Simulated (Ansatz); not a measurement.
# WSe4 in Ansatz: reference runs

How does WSe4 come out in PBE? The cell is run as given.

Everything below comes from runs of Ansatz 0.2.0. Logs are shortened: lines on timing, memory, paths and dates and some standing lists are left out, and cuts for length are marked.

## (1) The cell of the first run

The cell holds a slab with vacuum, 5 atoms: a = 3.318 Å, b = 3.318 Å, c = 44.992 Å, α = 90.00°, β = 90.00°, γ = 120.00°.

## (2) Single point, PBE (the (0 0 1) slab of WSe2, cut from the database cell, not relaxed)

Input file input.yaml:

```yaml
crystal:
  lattice:
    - [3.3179375931, 0.0, 0.0]
    - [-1.6589687965, 2.8734182438, 0.0]
    - [0.0, 0.0, 44.9917687165]
  atoms:
    - { symbol: Se, position: [0.33333333, 0.66666666, 0.1666971585] }
    - { symbol: Se, position: [0.33333333, 0.66666666, 0.4630541739] }
    - { symbol: W, position: [0.0, 0.0, 0.5] }
    - { symbol: Se, position: [0.33333333, 0.66666666, 0.5369458261] }
    - { symbol: Se, position: [0.33333333, 0.66666666, 0.8333028415] }
hamiltonian:
  xc: pbe
  pseudopotentials: { kind: paw }
kpoints:
  mp_grid: { grid: [9, 9, 1] }
scf:
  occupations: { method: fermi_dirac, width: 0.05 }
output:
  forces: true
  eigenvalues: true
efield:
  axis: 3
  dipole_correction: true
  ramp_width: 0.04
```

Potentials or basis: Ansatz PAW.

Run with:

```
$ ansatz run input.yaml --threads 4 --pin off --max-ram 11264MiB --backend cpu --events-out ev --progress --plain --runs-dir out
```

Standard output:

```text
Warning: RAYON_NUM_THREADS=4 ignored (pool sized by the plan → 4); use --threads N
Engine: ansatz 0.2.0, aarch64-unknown-linux-gnu
Pseudopotentials: kind: paw
Pseudopotential: Se, paw, valence charge 16, recommended cutoff 420 eV (normal), Se.paw.azcp
Pseudopotential: W, paw, valence charge 14, recommended cutoff 420 eV (normal), W.paw.azcp
Functional definition: PBE
  parameter kappa = 0.804
  parameter beta = 0.06672455060314922
  exchange = pbe_x(kappa = kappa, mu = beta*pi^2/3)
  correlation = pbe_c(beta = beta)
Crystal: 5 atoms, lattice volume = 428.944 Å³
Basis set: ecut = 420 eV, 8515 PW (Γ), exchange–correlation on 48×48×640 points (8 copies of the dense FFT grid, shifted against one another)
Bands: 47, of which v1, the nominal top of the filled ones, is band 39 counted from 1 (38 counted from 0)
Symmetry: 6 space group operations
k-points: 12 of 81 (time reversal used)
Non-local potential: Se, projectors of the file, l = 0: 2, l = 1: 2, l = 2: 3, l = 3: 1
Non-local potential: W, projectors of the file, l = 0: 3, l = 1: 2, l = 2: 2, l = 3: 1
PAW form: soft (Blöchl's): semilocal exchange-correlation on the pseudo side does not see the compensation charge
PAW one-centre angular grid: Se, 590 points (default); XC on 64 Gauss nodes
PAW one-centre angular grid: W, 590 points (default); XC on 64 Gauss nodes
Initial density: superposition of atomic densities (neutral atoms: chi_scale 0, normalization atom), corrected by the library's trained network
Initial wavefunctions: pseudopotential atomic-orbital guess
Functional: x = pbe(κ = 0.804, μ = 0.2195149727645171), c = pbe(β = 0.06672455060314922)
SCF iter   1: F=—  HF=-32261.456415 eV  |F-HF|=—  |Δ(HF+E_count)|=         —  Δρ=2.34e-2  dr2=1.70e2  ethr=1.77e-3  p=0.000 e·Å  D=1.49e-13 V/Å  ΔV_dip=-0.00 eV  dr2_dipole=3.89e-7  V_vac-E_F(+/−)=6.08/6.08 eV  ⟨swp⟩=7.4  Hψ=2069  notcnv=0  defer=8
efield: sawtooth ramp at fractional position 0.9800 (placed from the atoms, in the widest stretch of the axis that holds none; the zero of the levels goes with the place), width 0.0400; the density the first Hamiltonian is built on has a dipole p = 0.000 e·Å; the dipole correction subtracts the counter field D = 1.49e-13 V/Å, which shifts the + side's vacuum level by -0.00 eV against the − side's; the planar-averaged density in the ramp window peaks in size at 7.4e-5 e/Å³
preconditioner: auto → LDOS  [insulator: Δε(μ)=0.149 eV  Ē_g=8.478 eV  σ=0.050 eV  W_gap=0.61  n_scr=28 (ndim 8)  ℏωp=9.8 eV  f_vac=0.677  D(μ)=3.87/eV (n_scr^D=18)  ε∞_Penn≈2.3  β→1.0]
SCF iter   2: F=—  HF=-32260.457192 eV  |F-HF|=—  |Δ(HF+E_count)|=   9.99e-1  Δρ=1.54e-2  dr2=1.12e0  ethr=1.77e-3  p=0.000 e·Å  D=3.95e-6 V/Å  ΔV_dip=-0.00 eV  dr2_dipole=1.78e-5  V_vac-E_F(+/−)=6.88/6.88 eV  ⟨swp⟩=2.0  Hψ=882  notcnv=0  defer=20
SCF iter   3: F=—  HF=-32260.251615 eV  |F-HF|=—  |Δ(HF+E_count)|=   2.06e-1  Δρ=4.70e-3  dr2=1.68e-1  ethr=1.44e-3  p=0.000 e·Å  D=1.63e-6 V/Å  ΔV_dip=-0.00 eV  dr2_dipole=1.96e-5  V_vac-E_F(+/−)=6.72/6.72 eV  ⟨swp⟩=2.3  Hψ=736  notcnv=0  defer=18
[... 26 lines left out ...]
SCF converged after 28 iterations
Free energy (F): -32260.203091 eV
Harris-Foulkes:  -32260.203091 eV  (|F-HF|=4.49e-8)
Internal energy: -32260.149167 eV  (E = F + TS)
E sigma→0 (E₀):  -32260.176129 eV
Entropy (-TS):   -0.053925 eV (-10.785 meV/atom)
Fermi energy:    -1.834582 eV
Dipole field:    D = 0.000002 V/Å  (p = 0.000004 e·Å, saw-weighted, corrected)
Work function:   Φ+ = 6.4715 eV   Φ− = 6.4716 eV
Levels:          The Fermi level and band energies are counted from a zero that moves with the ramp; work functions are not
--- Per-component energies (eV) ---
  E_band       = -2576.878895
  E_kinetic    = 913.900653
  E_local      = -81658.740642  (includes V_loc(G=0)·N_el)
  E_nonlocal   = -2378.330956
  E_hartree    = 40212.057968
  E_xc         = -677.412120
  E_vxc        = -622.869046  (∫ρ·V_xc dr)
  E_paw        = -16210.501648  (= ΣΔE_a)
  E_vpaw       = 744.984116  (= ΣTr[D̂ρ^β])
  E_aug_tail   = -0.002419  (compensation charges beyond the density's cutoff)
  E_efield     = 0.000000  (sawtooth field / dipole correction)
  E_vefield    = 0.000000  (∫n·V_field dr)
  E_ewald      = 27538.879997
  E_smearing   = -0.053925  (= −TS)
  E_closure    = 0.000000  (closes the sum)
  Σ components = -32260.203091   (vs F -32260.203091, Δ=0.00e0)
--- Forces (eV/Å), atoms counted from 1 ---
  atom   1  Se     0.00000000     0.00000000     0.00042755
  atom   2  Se     0.00000000    -0.00000000    -0.30529093
  atom   3  W      0.00000000     0.00000000    -0.00001386
  atom   4  Se    -0.00000000     0.00000000     0.30529501
  atom   5  Se     0.00000000    -0.00000000    -0.00042832
  max |Σ_I F_I| component: 1.06e-5 eV/Å
--- Band table (eV; the first three rows and the last of 12) ---
  k-point 0: bands = ["-75.8587", "-49.5670", "-49.5670", "-49.5670", "-49.5670", "-49.3942", "-49.3942", "-49.3937", "-49.3937", "-49.3607", "-49.3607", "-49.3607", "-49.3607", "-49.3595", "-49.3595", "-49.3583", "-49.3583", "-49.3454", "-49.3430", "-49.2941", "-49.2941", "-40.1239", "-40.0256", "-40.0256", "-16.6183", "-15.3314", "-14.5487", "-14.5487", "-8.0153", "-4.2922", "-4.2922", "-3.9557", "-3.5267", "-3.5267", "-3.1597", "-3.1597", "-2.1366", "0.2251", "0.2251", "0.2251", "0.2251", "1.0492", "1.0492", "1.2461", "1.2461", "2.5074", "3.1788"]
  k-point 1: bands = ["-75.8576", "-49.5670", "-49.5670", "-49.5666", "-49.5666", "-49.3941", "-49.3937", "-49.3937", "-49.3932", "-49.3609", "-49.3609", "-49.3608", "-49.3608", "-49.3596", "-49.3596", "-49.3586", "-49.3583", "-49.3451", "-49.3428", "-49.2939", "-49.2939", "-40.1187", "-40.0511", "-40.0315", "-16.4396", "-15.2442", "-14.4150", "-14.4150", "-7.7868", "-4.8142", "-4.3971", "-4.1188", "-3.4512", "-3.3811", "-3.3811", "-3.0707", "-2.2186", "-0.6799", "-0.6799", "0.0328", "0.0328", "0.6185", "0.7208", "1.0208", "1.3551", "3.0883", "3.4176"]
  k-point 2: bands = ["-75.8549", "-49.5669", "-49.5669", "-49.5656", "-49.5656", "-49.3940", "-49.3939", "-49.3925", "-49.3920", "-49.3612", "-49.3612", "-49.3609", "-49.3609", "-49.3599", "-49.3598", "-49.3593", "-49.3585", "-49.3446", "-49.3422", "-49.2934", "-49.2934", "-40.1149", "-40.1054", "-40.0464", "-15.9481", "-15.0060", "-14.0443", "-14.0443", "-7.2146", "-5.9040", "-5.2357", "-4.0413", "-3.6712", "-3.3679", "-2.9752", "-2.9752", "-2.6360", "-2.4483", "-2.4483", "-0.4020", "-0.4020", "0.1302", "0.6036", "0.7798", "1.9300", "3.7567", "4.0682"]
  k-point 11: bands = ["-75.8485", "-49.5650", "-49.5650", "-49.5650", "-49.5650", "-49.3926", "-49.3915", "-49.3913", "-49.3912", "-49.3615", "-49.3615", "-49.3615", "-49.3615", "-49.3613", "-49.3604", "-49.3594", "-49.3593", "-49.3434", "-49.3408", "-49.2921", "-49.2921", "-40.1871", "-40.1616", "-40.0733", "-14.4148", "-14.2693", "-12.8806", "-12.8806", "-7.2217", "-7.1015", "-6.2128", "-5.6170", "-5.1189", "-4.1624", "-4.0632", "-4.0632", "-4.0632", "-4.0632", "-1.8846", "-1.6761", "-1.6761", "-0.3597", "1.0346", "1.6329", "3.0448", "4.0053", "4.5493"]
```

It took 11 s on 4 threads of Arm Neoverse V1, shared host; peak memory 0.86 GiB.

Results:

| Quantity | Value |
| --- | --- |
| Free energy | -32260.2031 eV |
| Largest force | 0.305 eV/Å |
| Band gap on the k mesh | none (metal or under the smearing width) |
| Work function of the upper face | 6.47 eV |
| Work function of the lower face | 6.47 eV |
| Dipole across the slab | 0.000 e·Å |

Forces in eV/Å, atoms in the order of the input:
```
Se   0.000  0.000  0.000
Se   0.000  0.000 -0.305
W    0.000  0.000  0.000
Se   0.000  0.000  0.305
Se   0.000  0.000  0.000
```

Levels at points of the mesh, in eV from the Fermi level:
```csv
k point,band 36,band 37,band 38,band 39,band 40,band 41,band 42,band 43
"(0.00, 0.00, 0.00)",-1.33,-0.30,2.06,2.06,2.06,2.06,2.88,2.88
```

The run has no spin-orbit coupling, so splittings on W are missing.
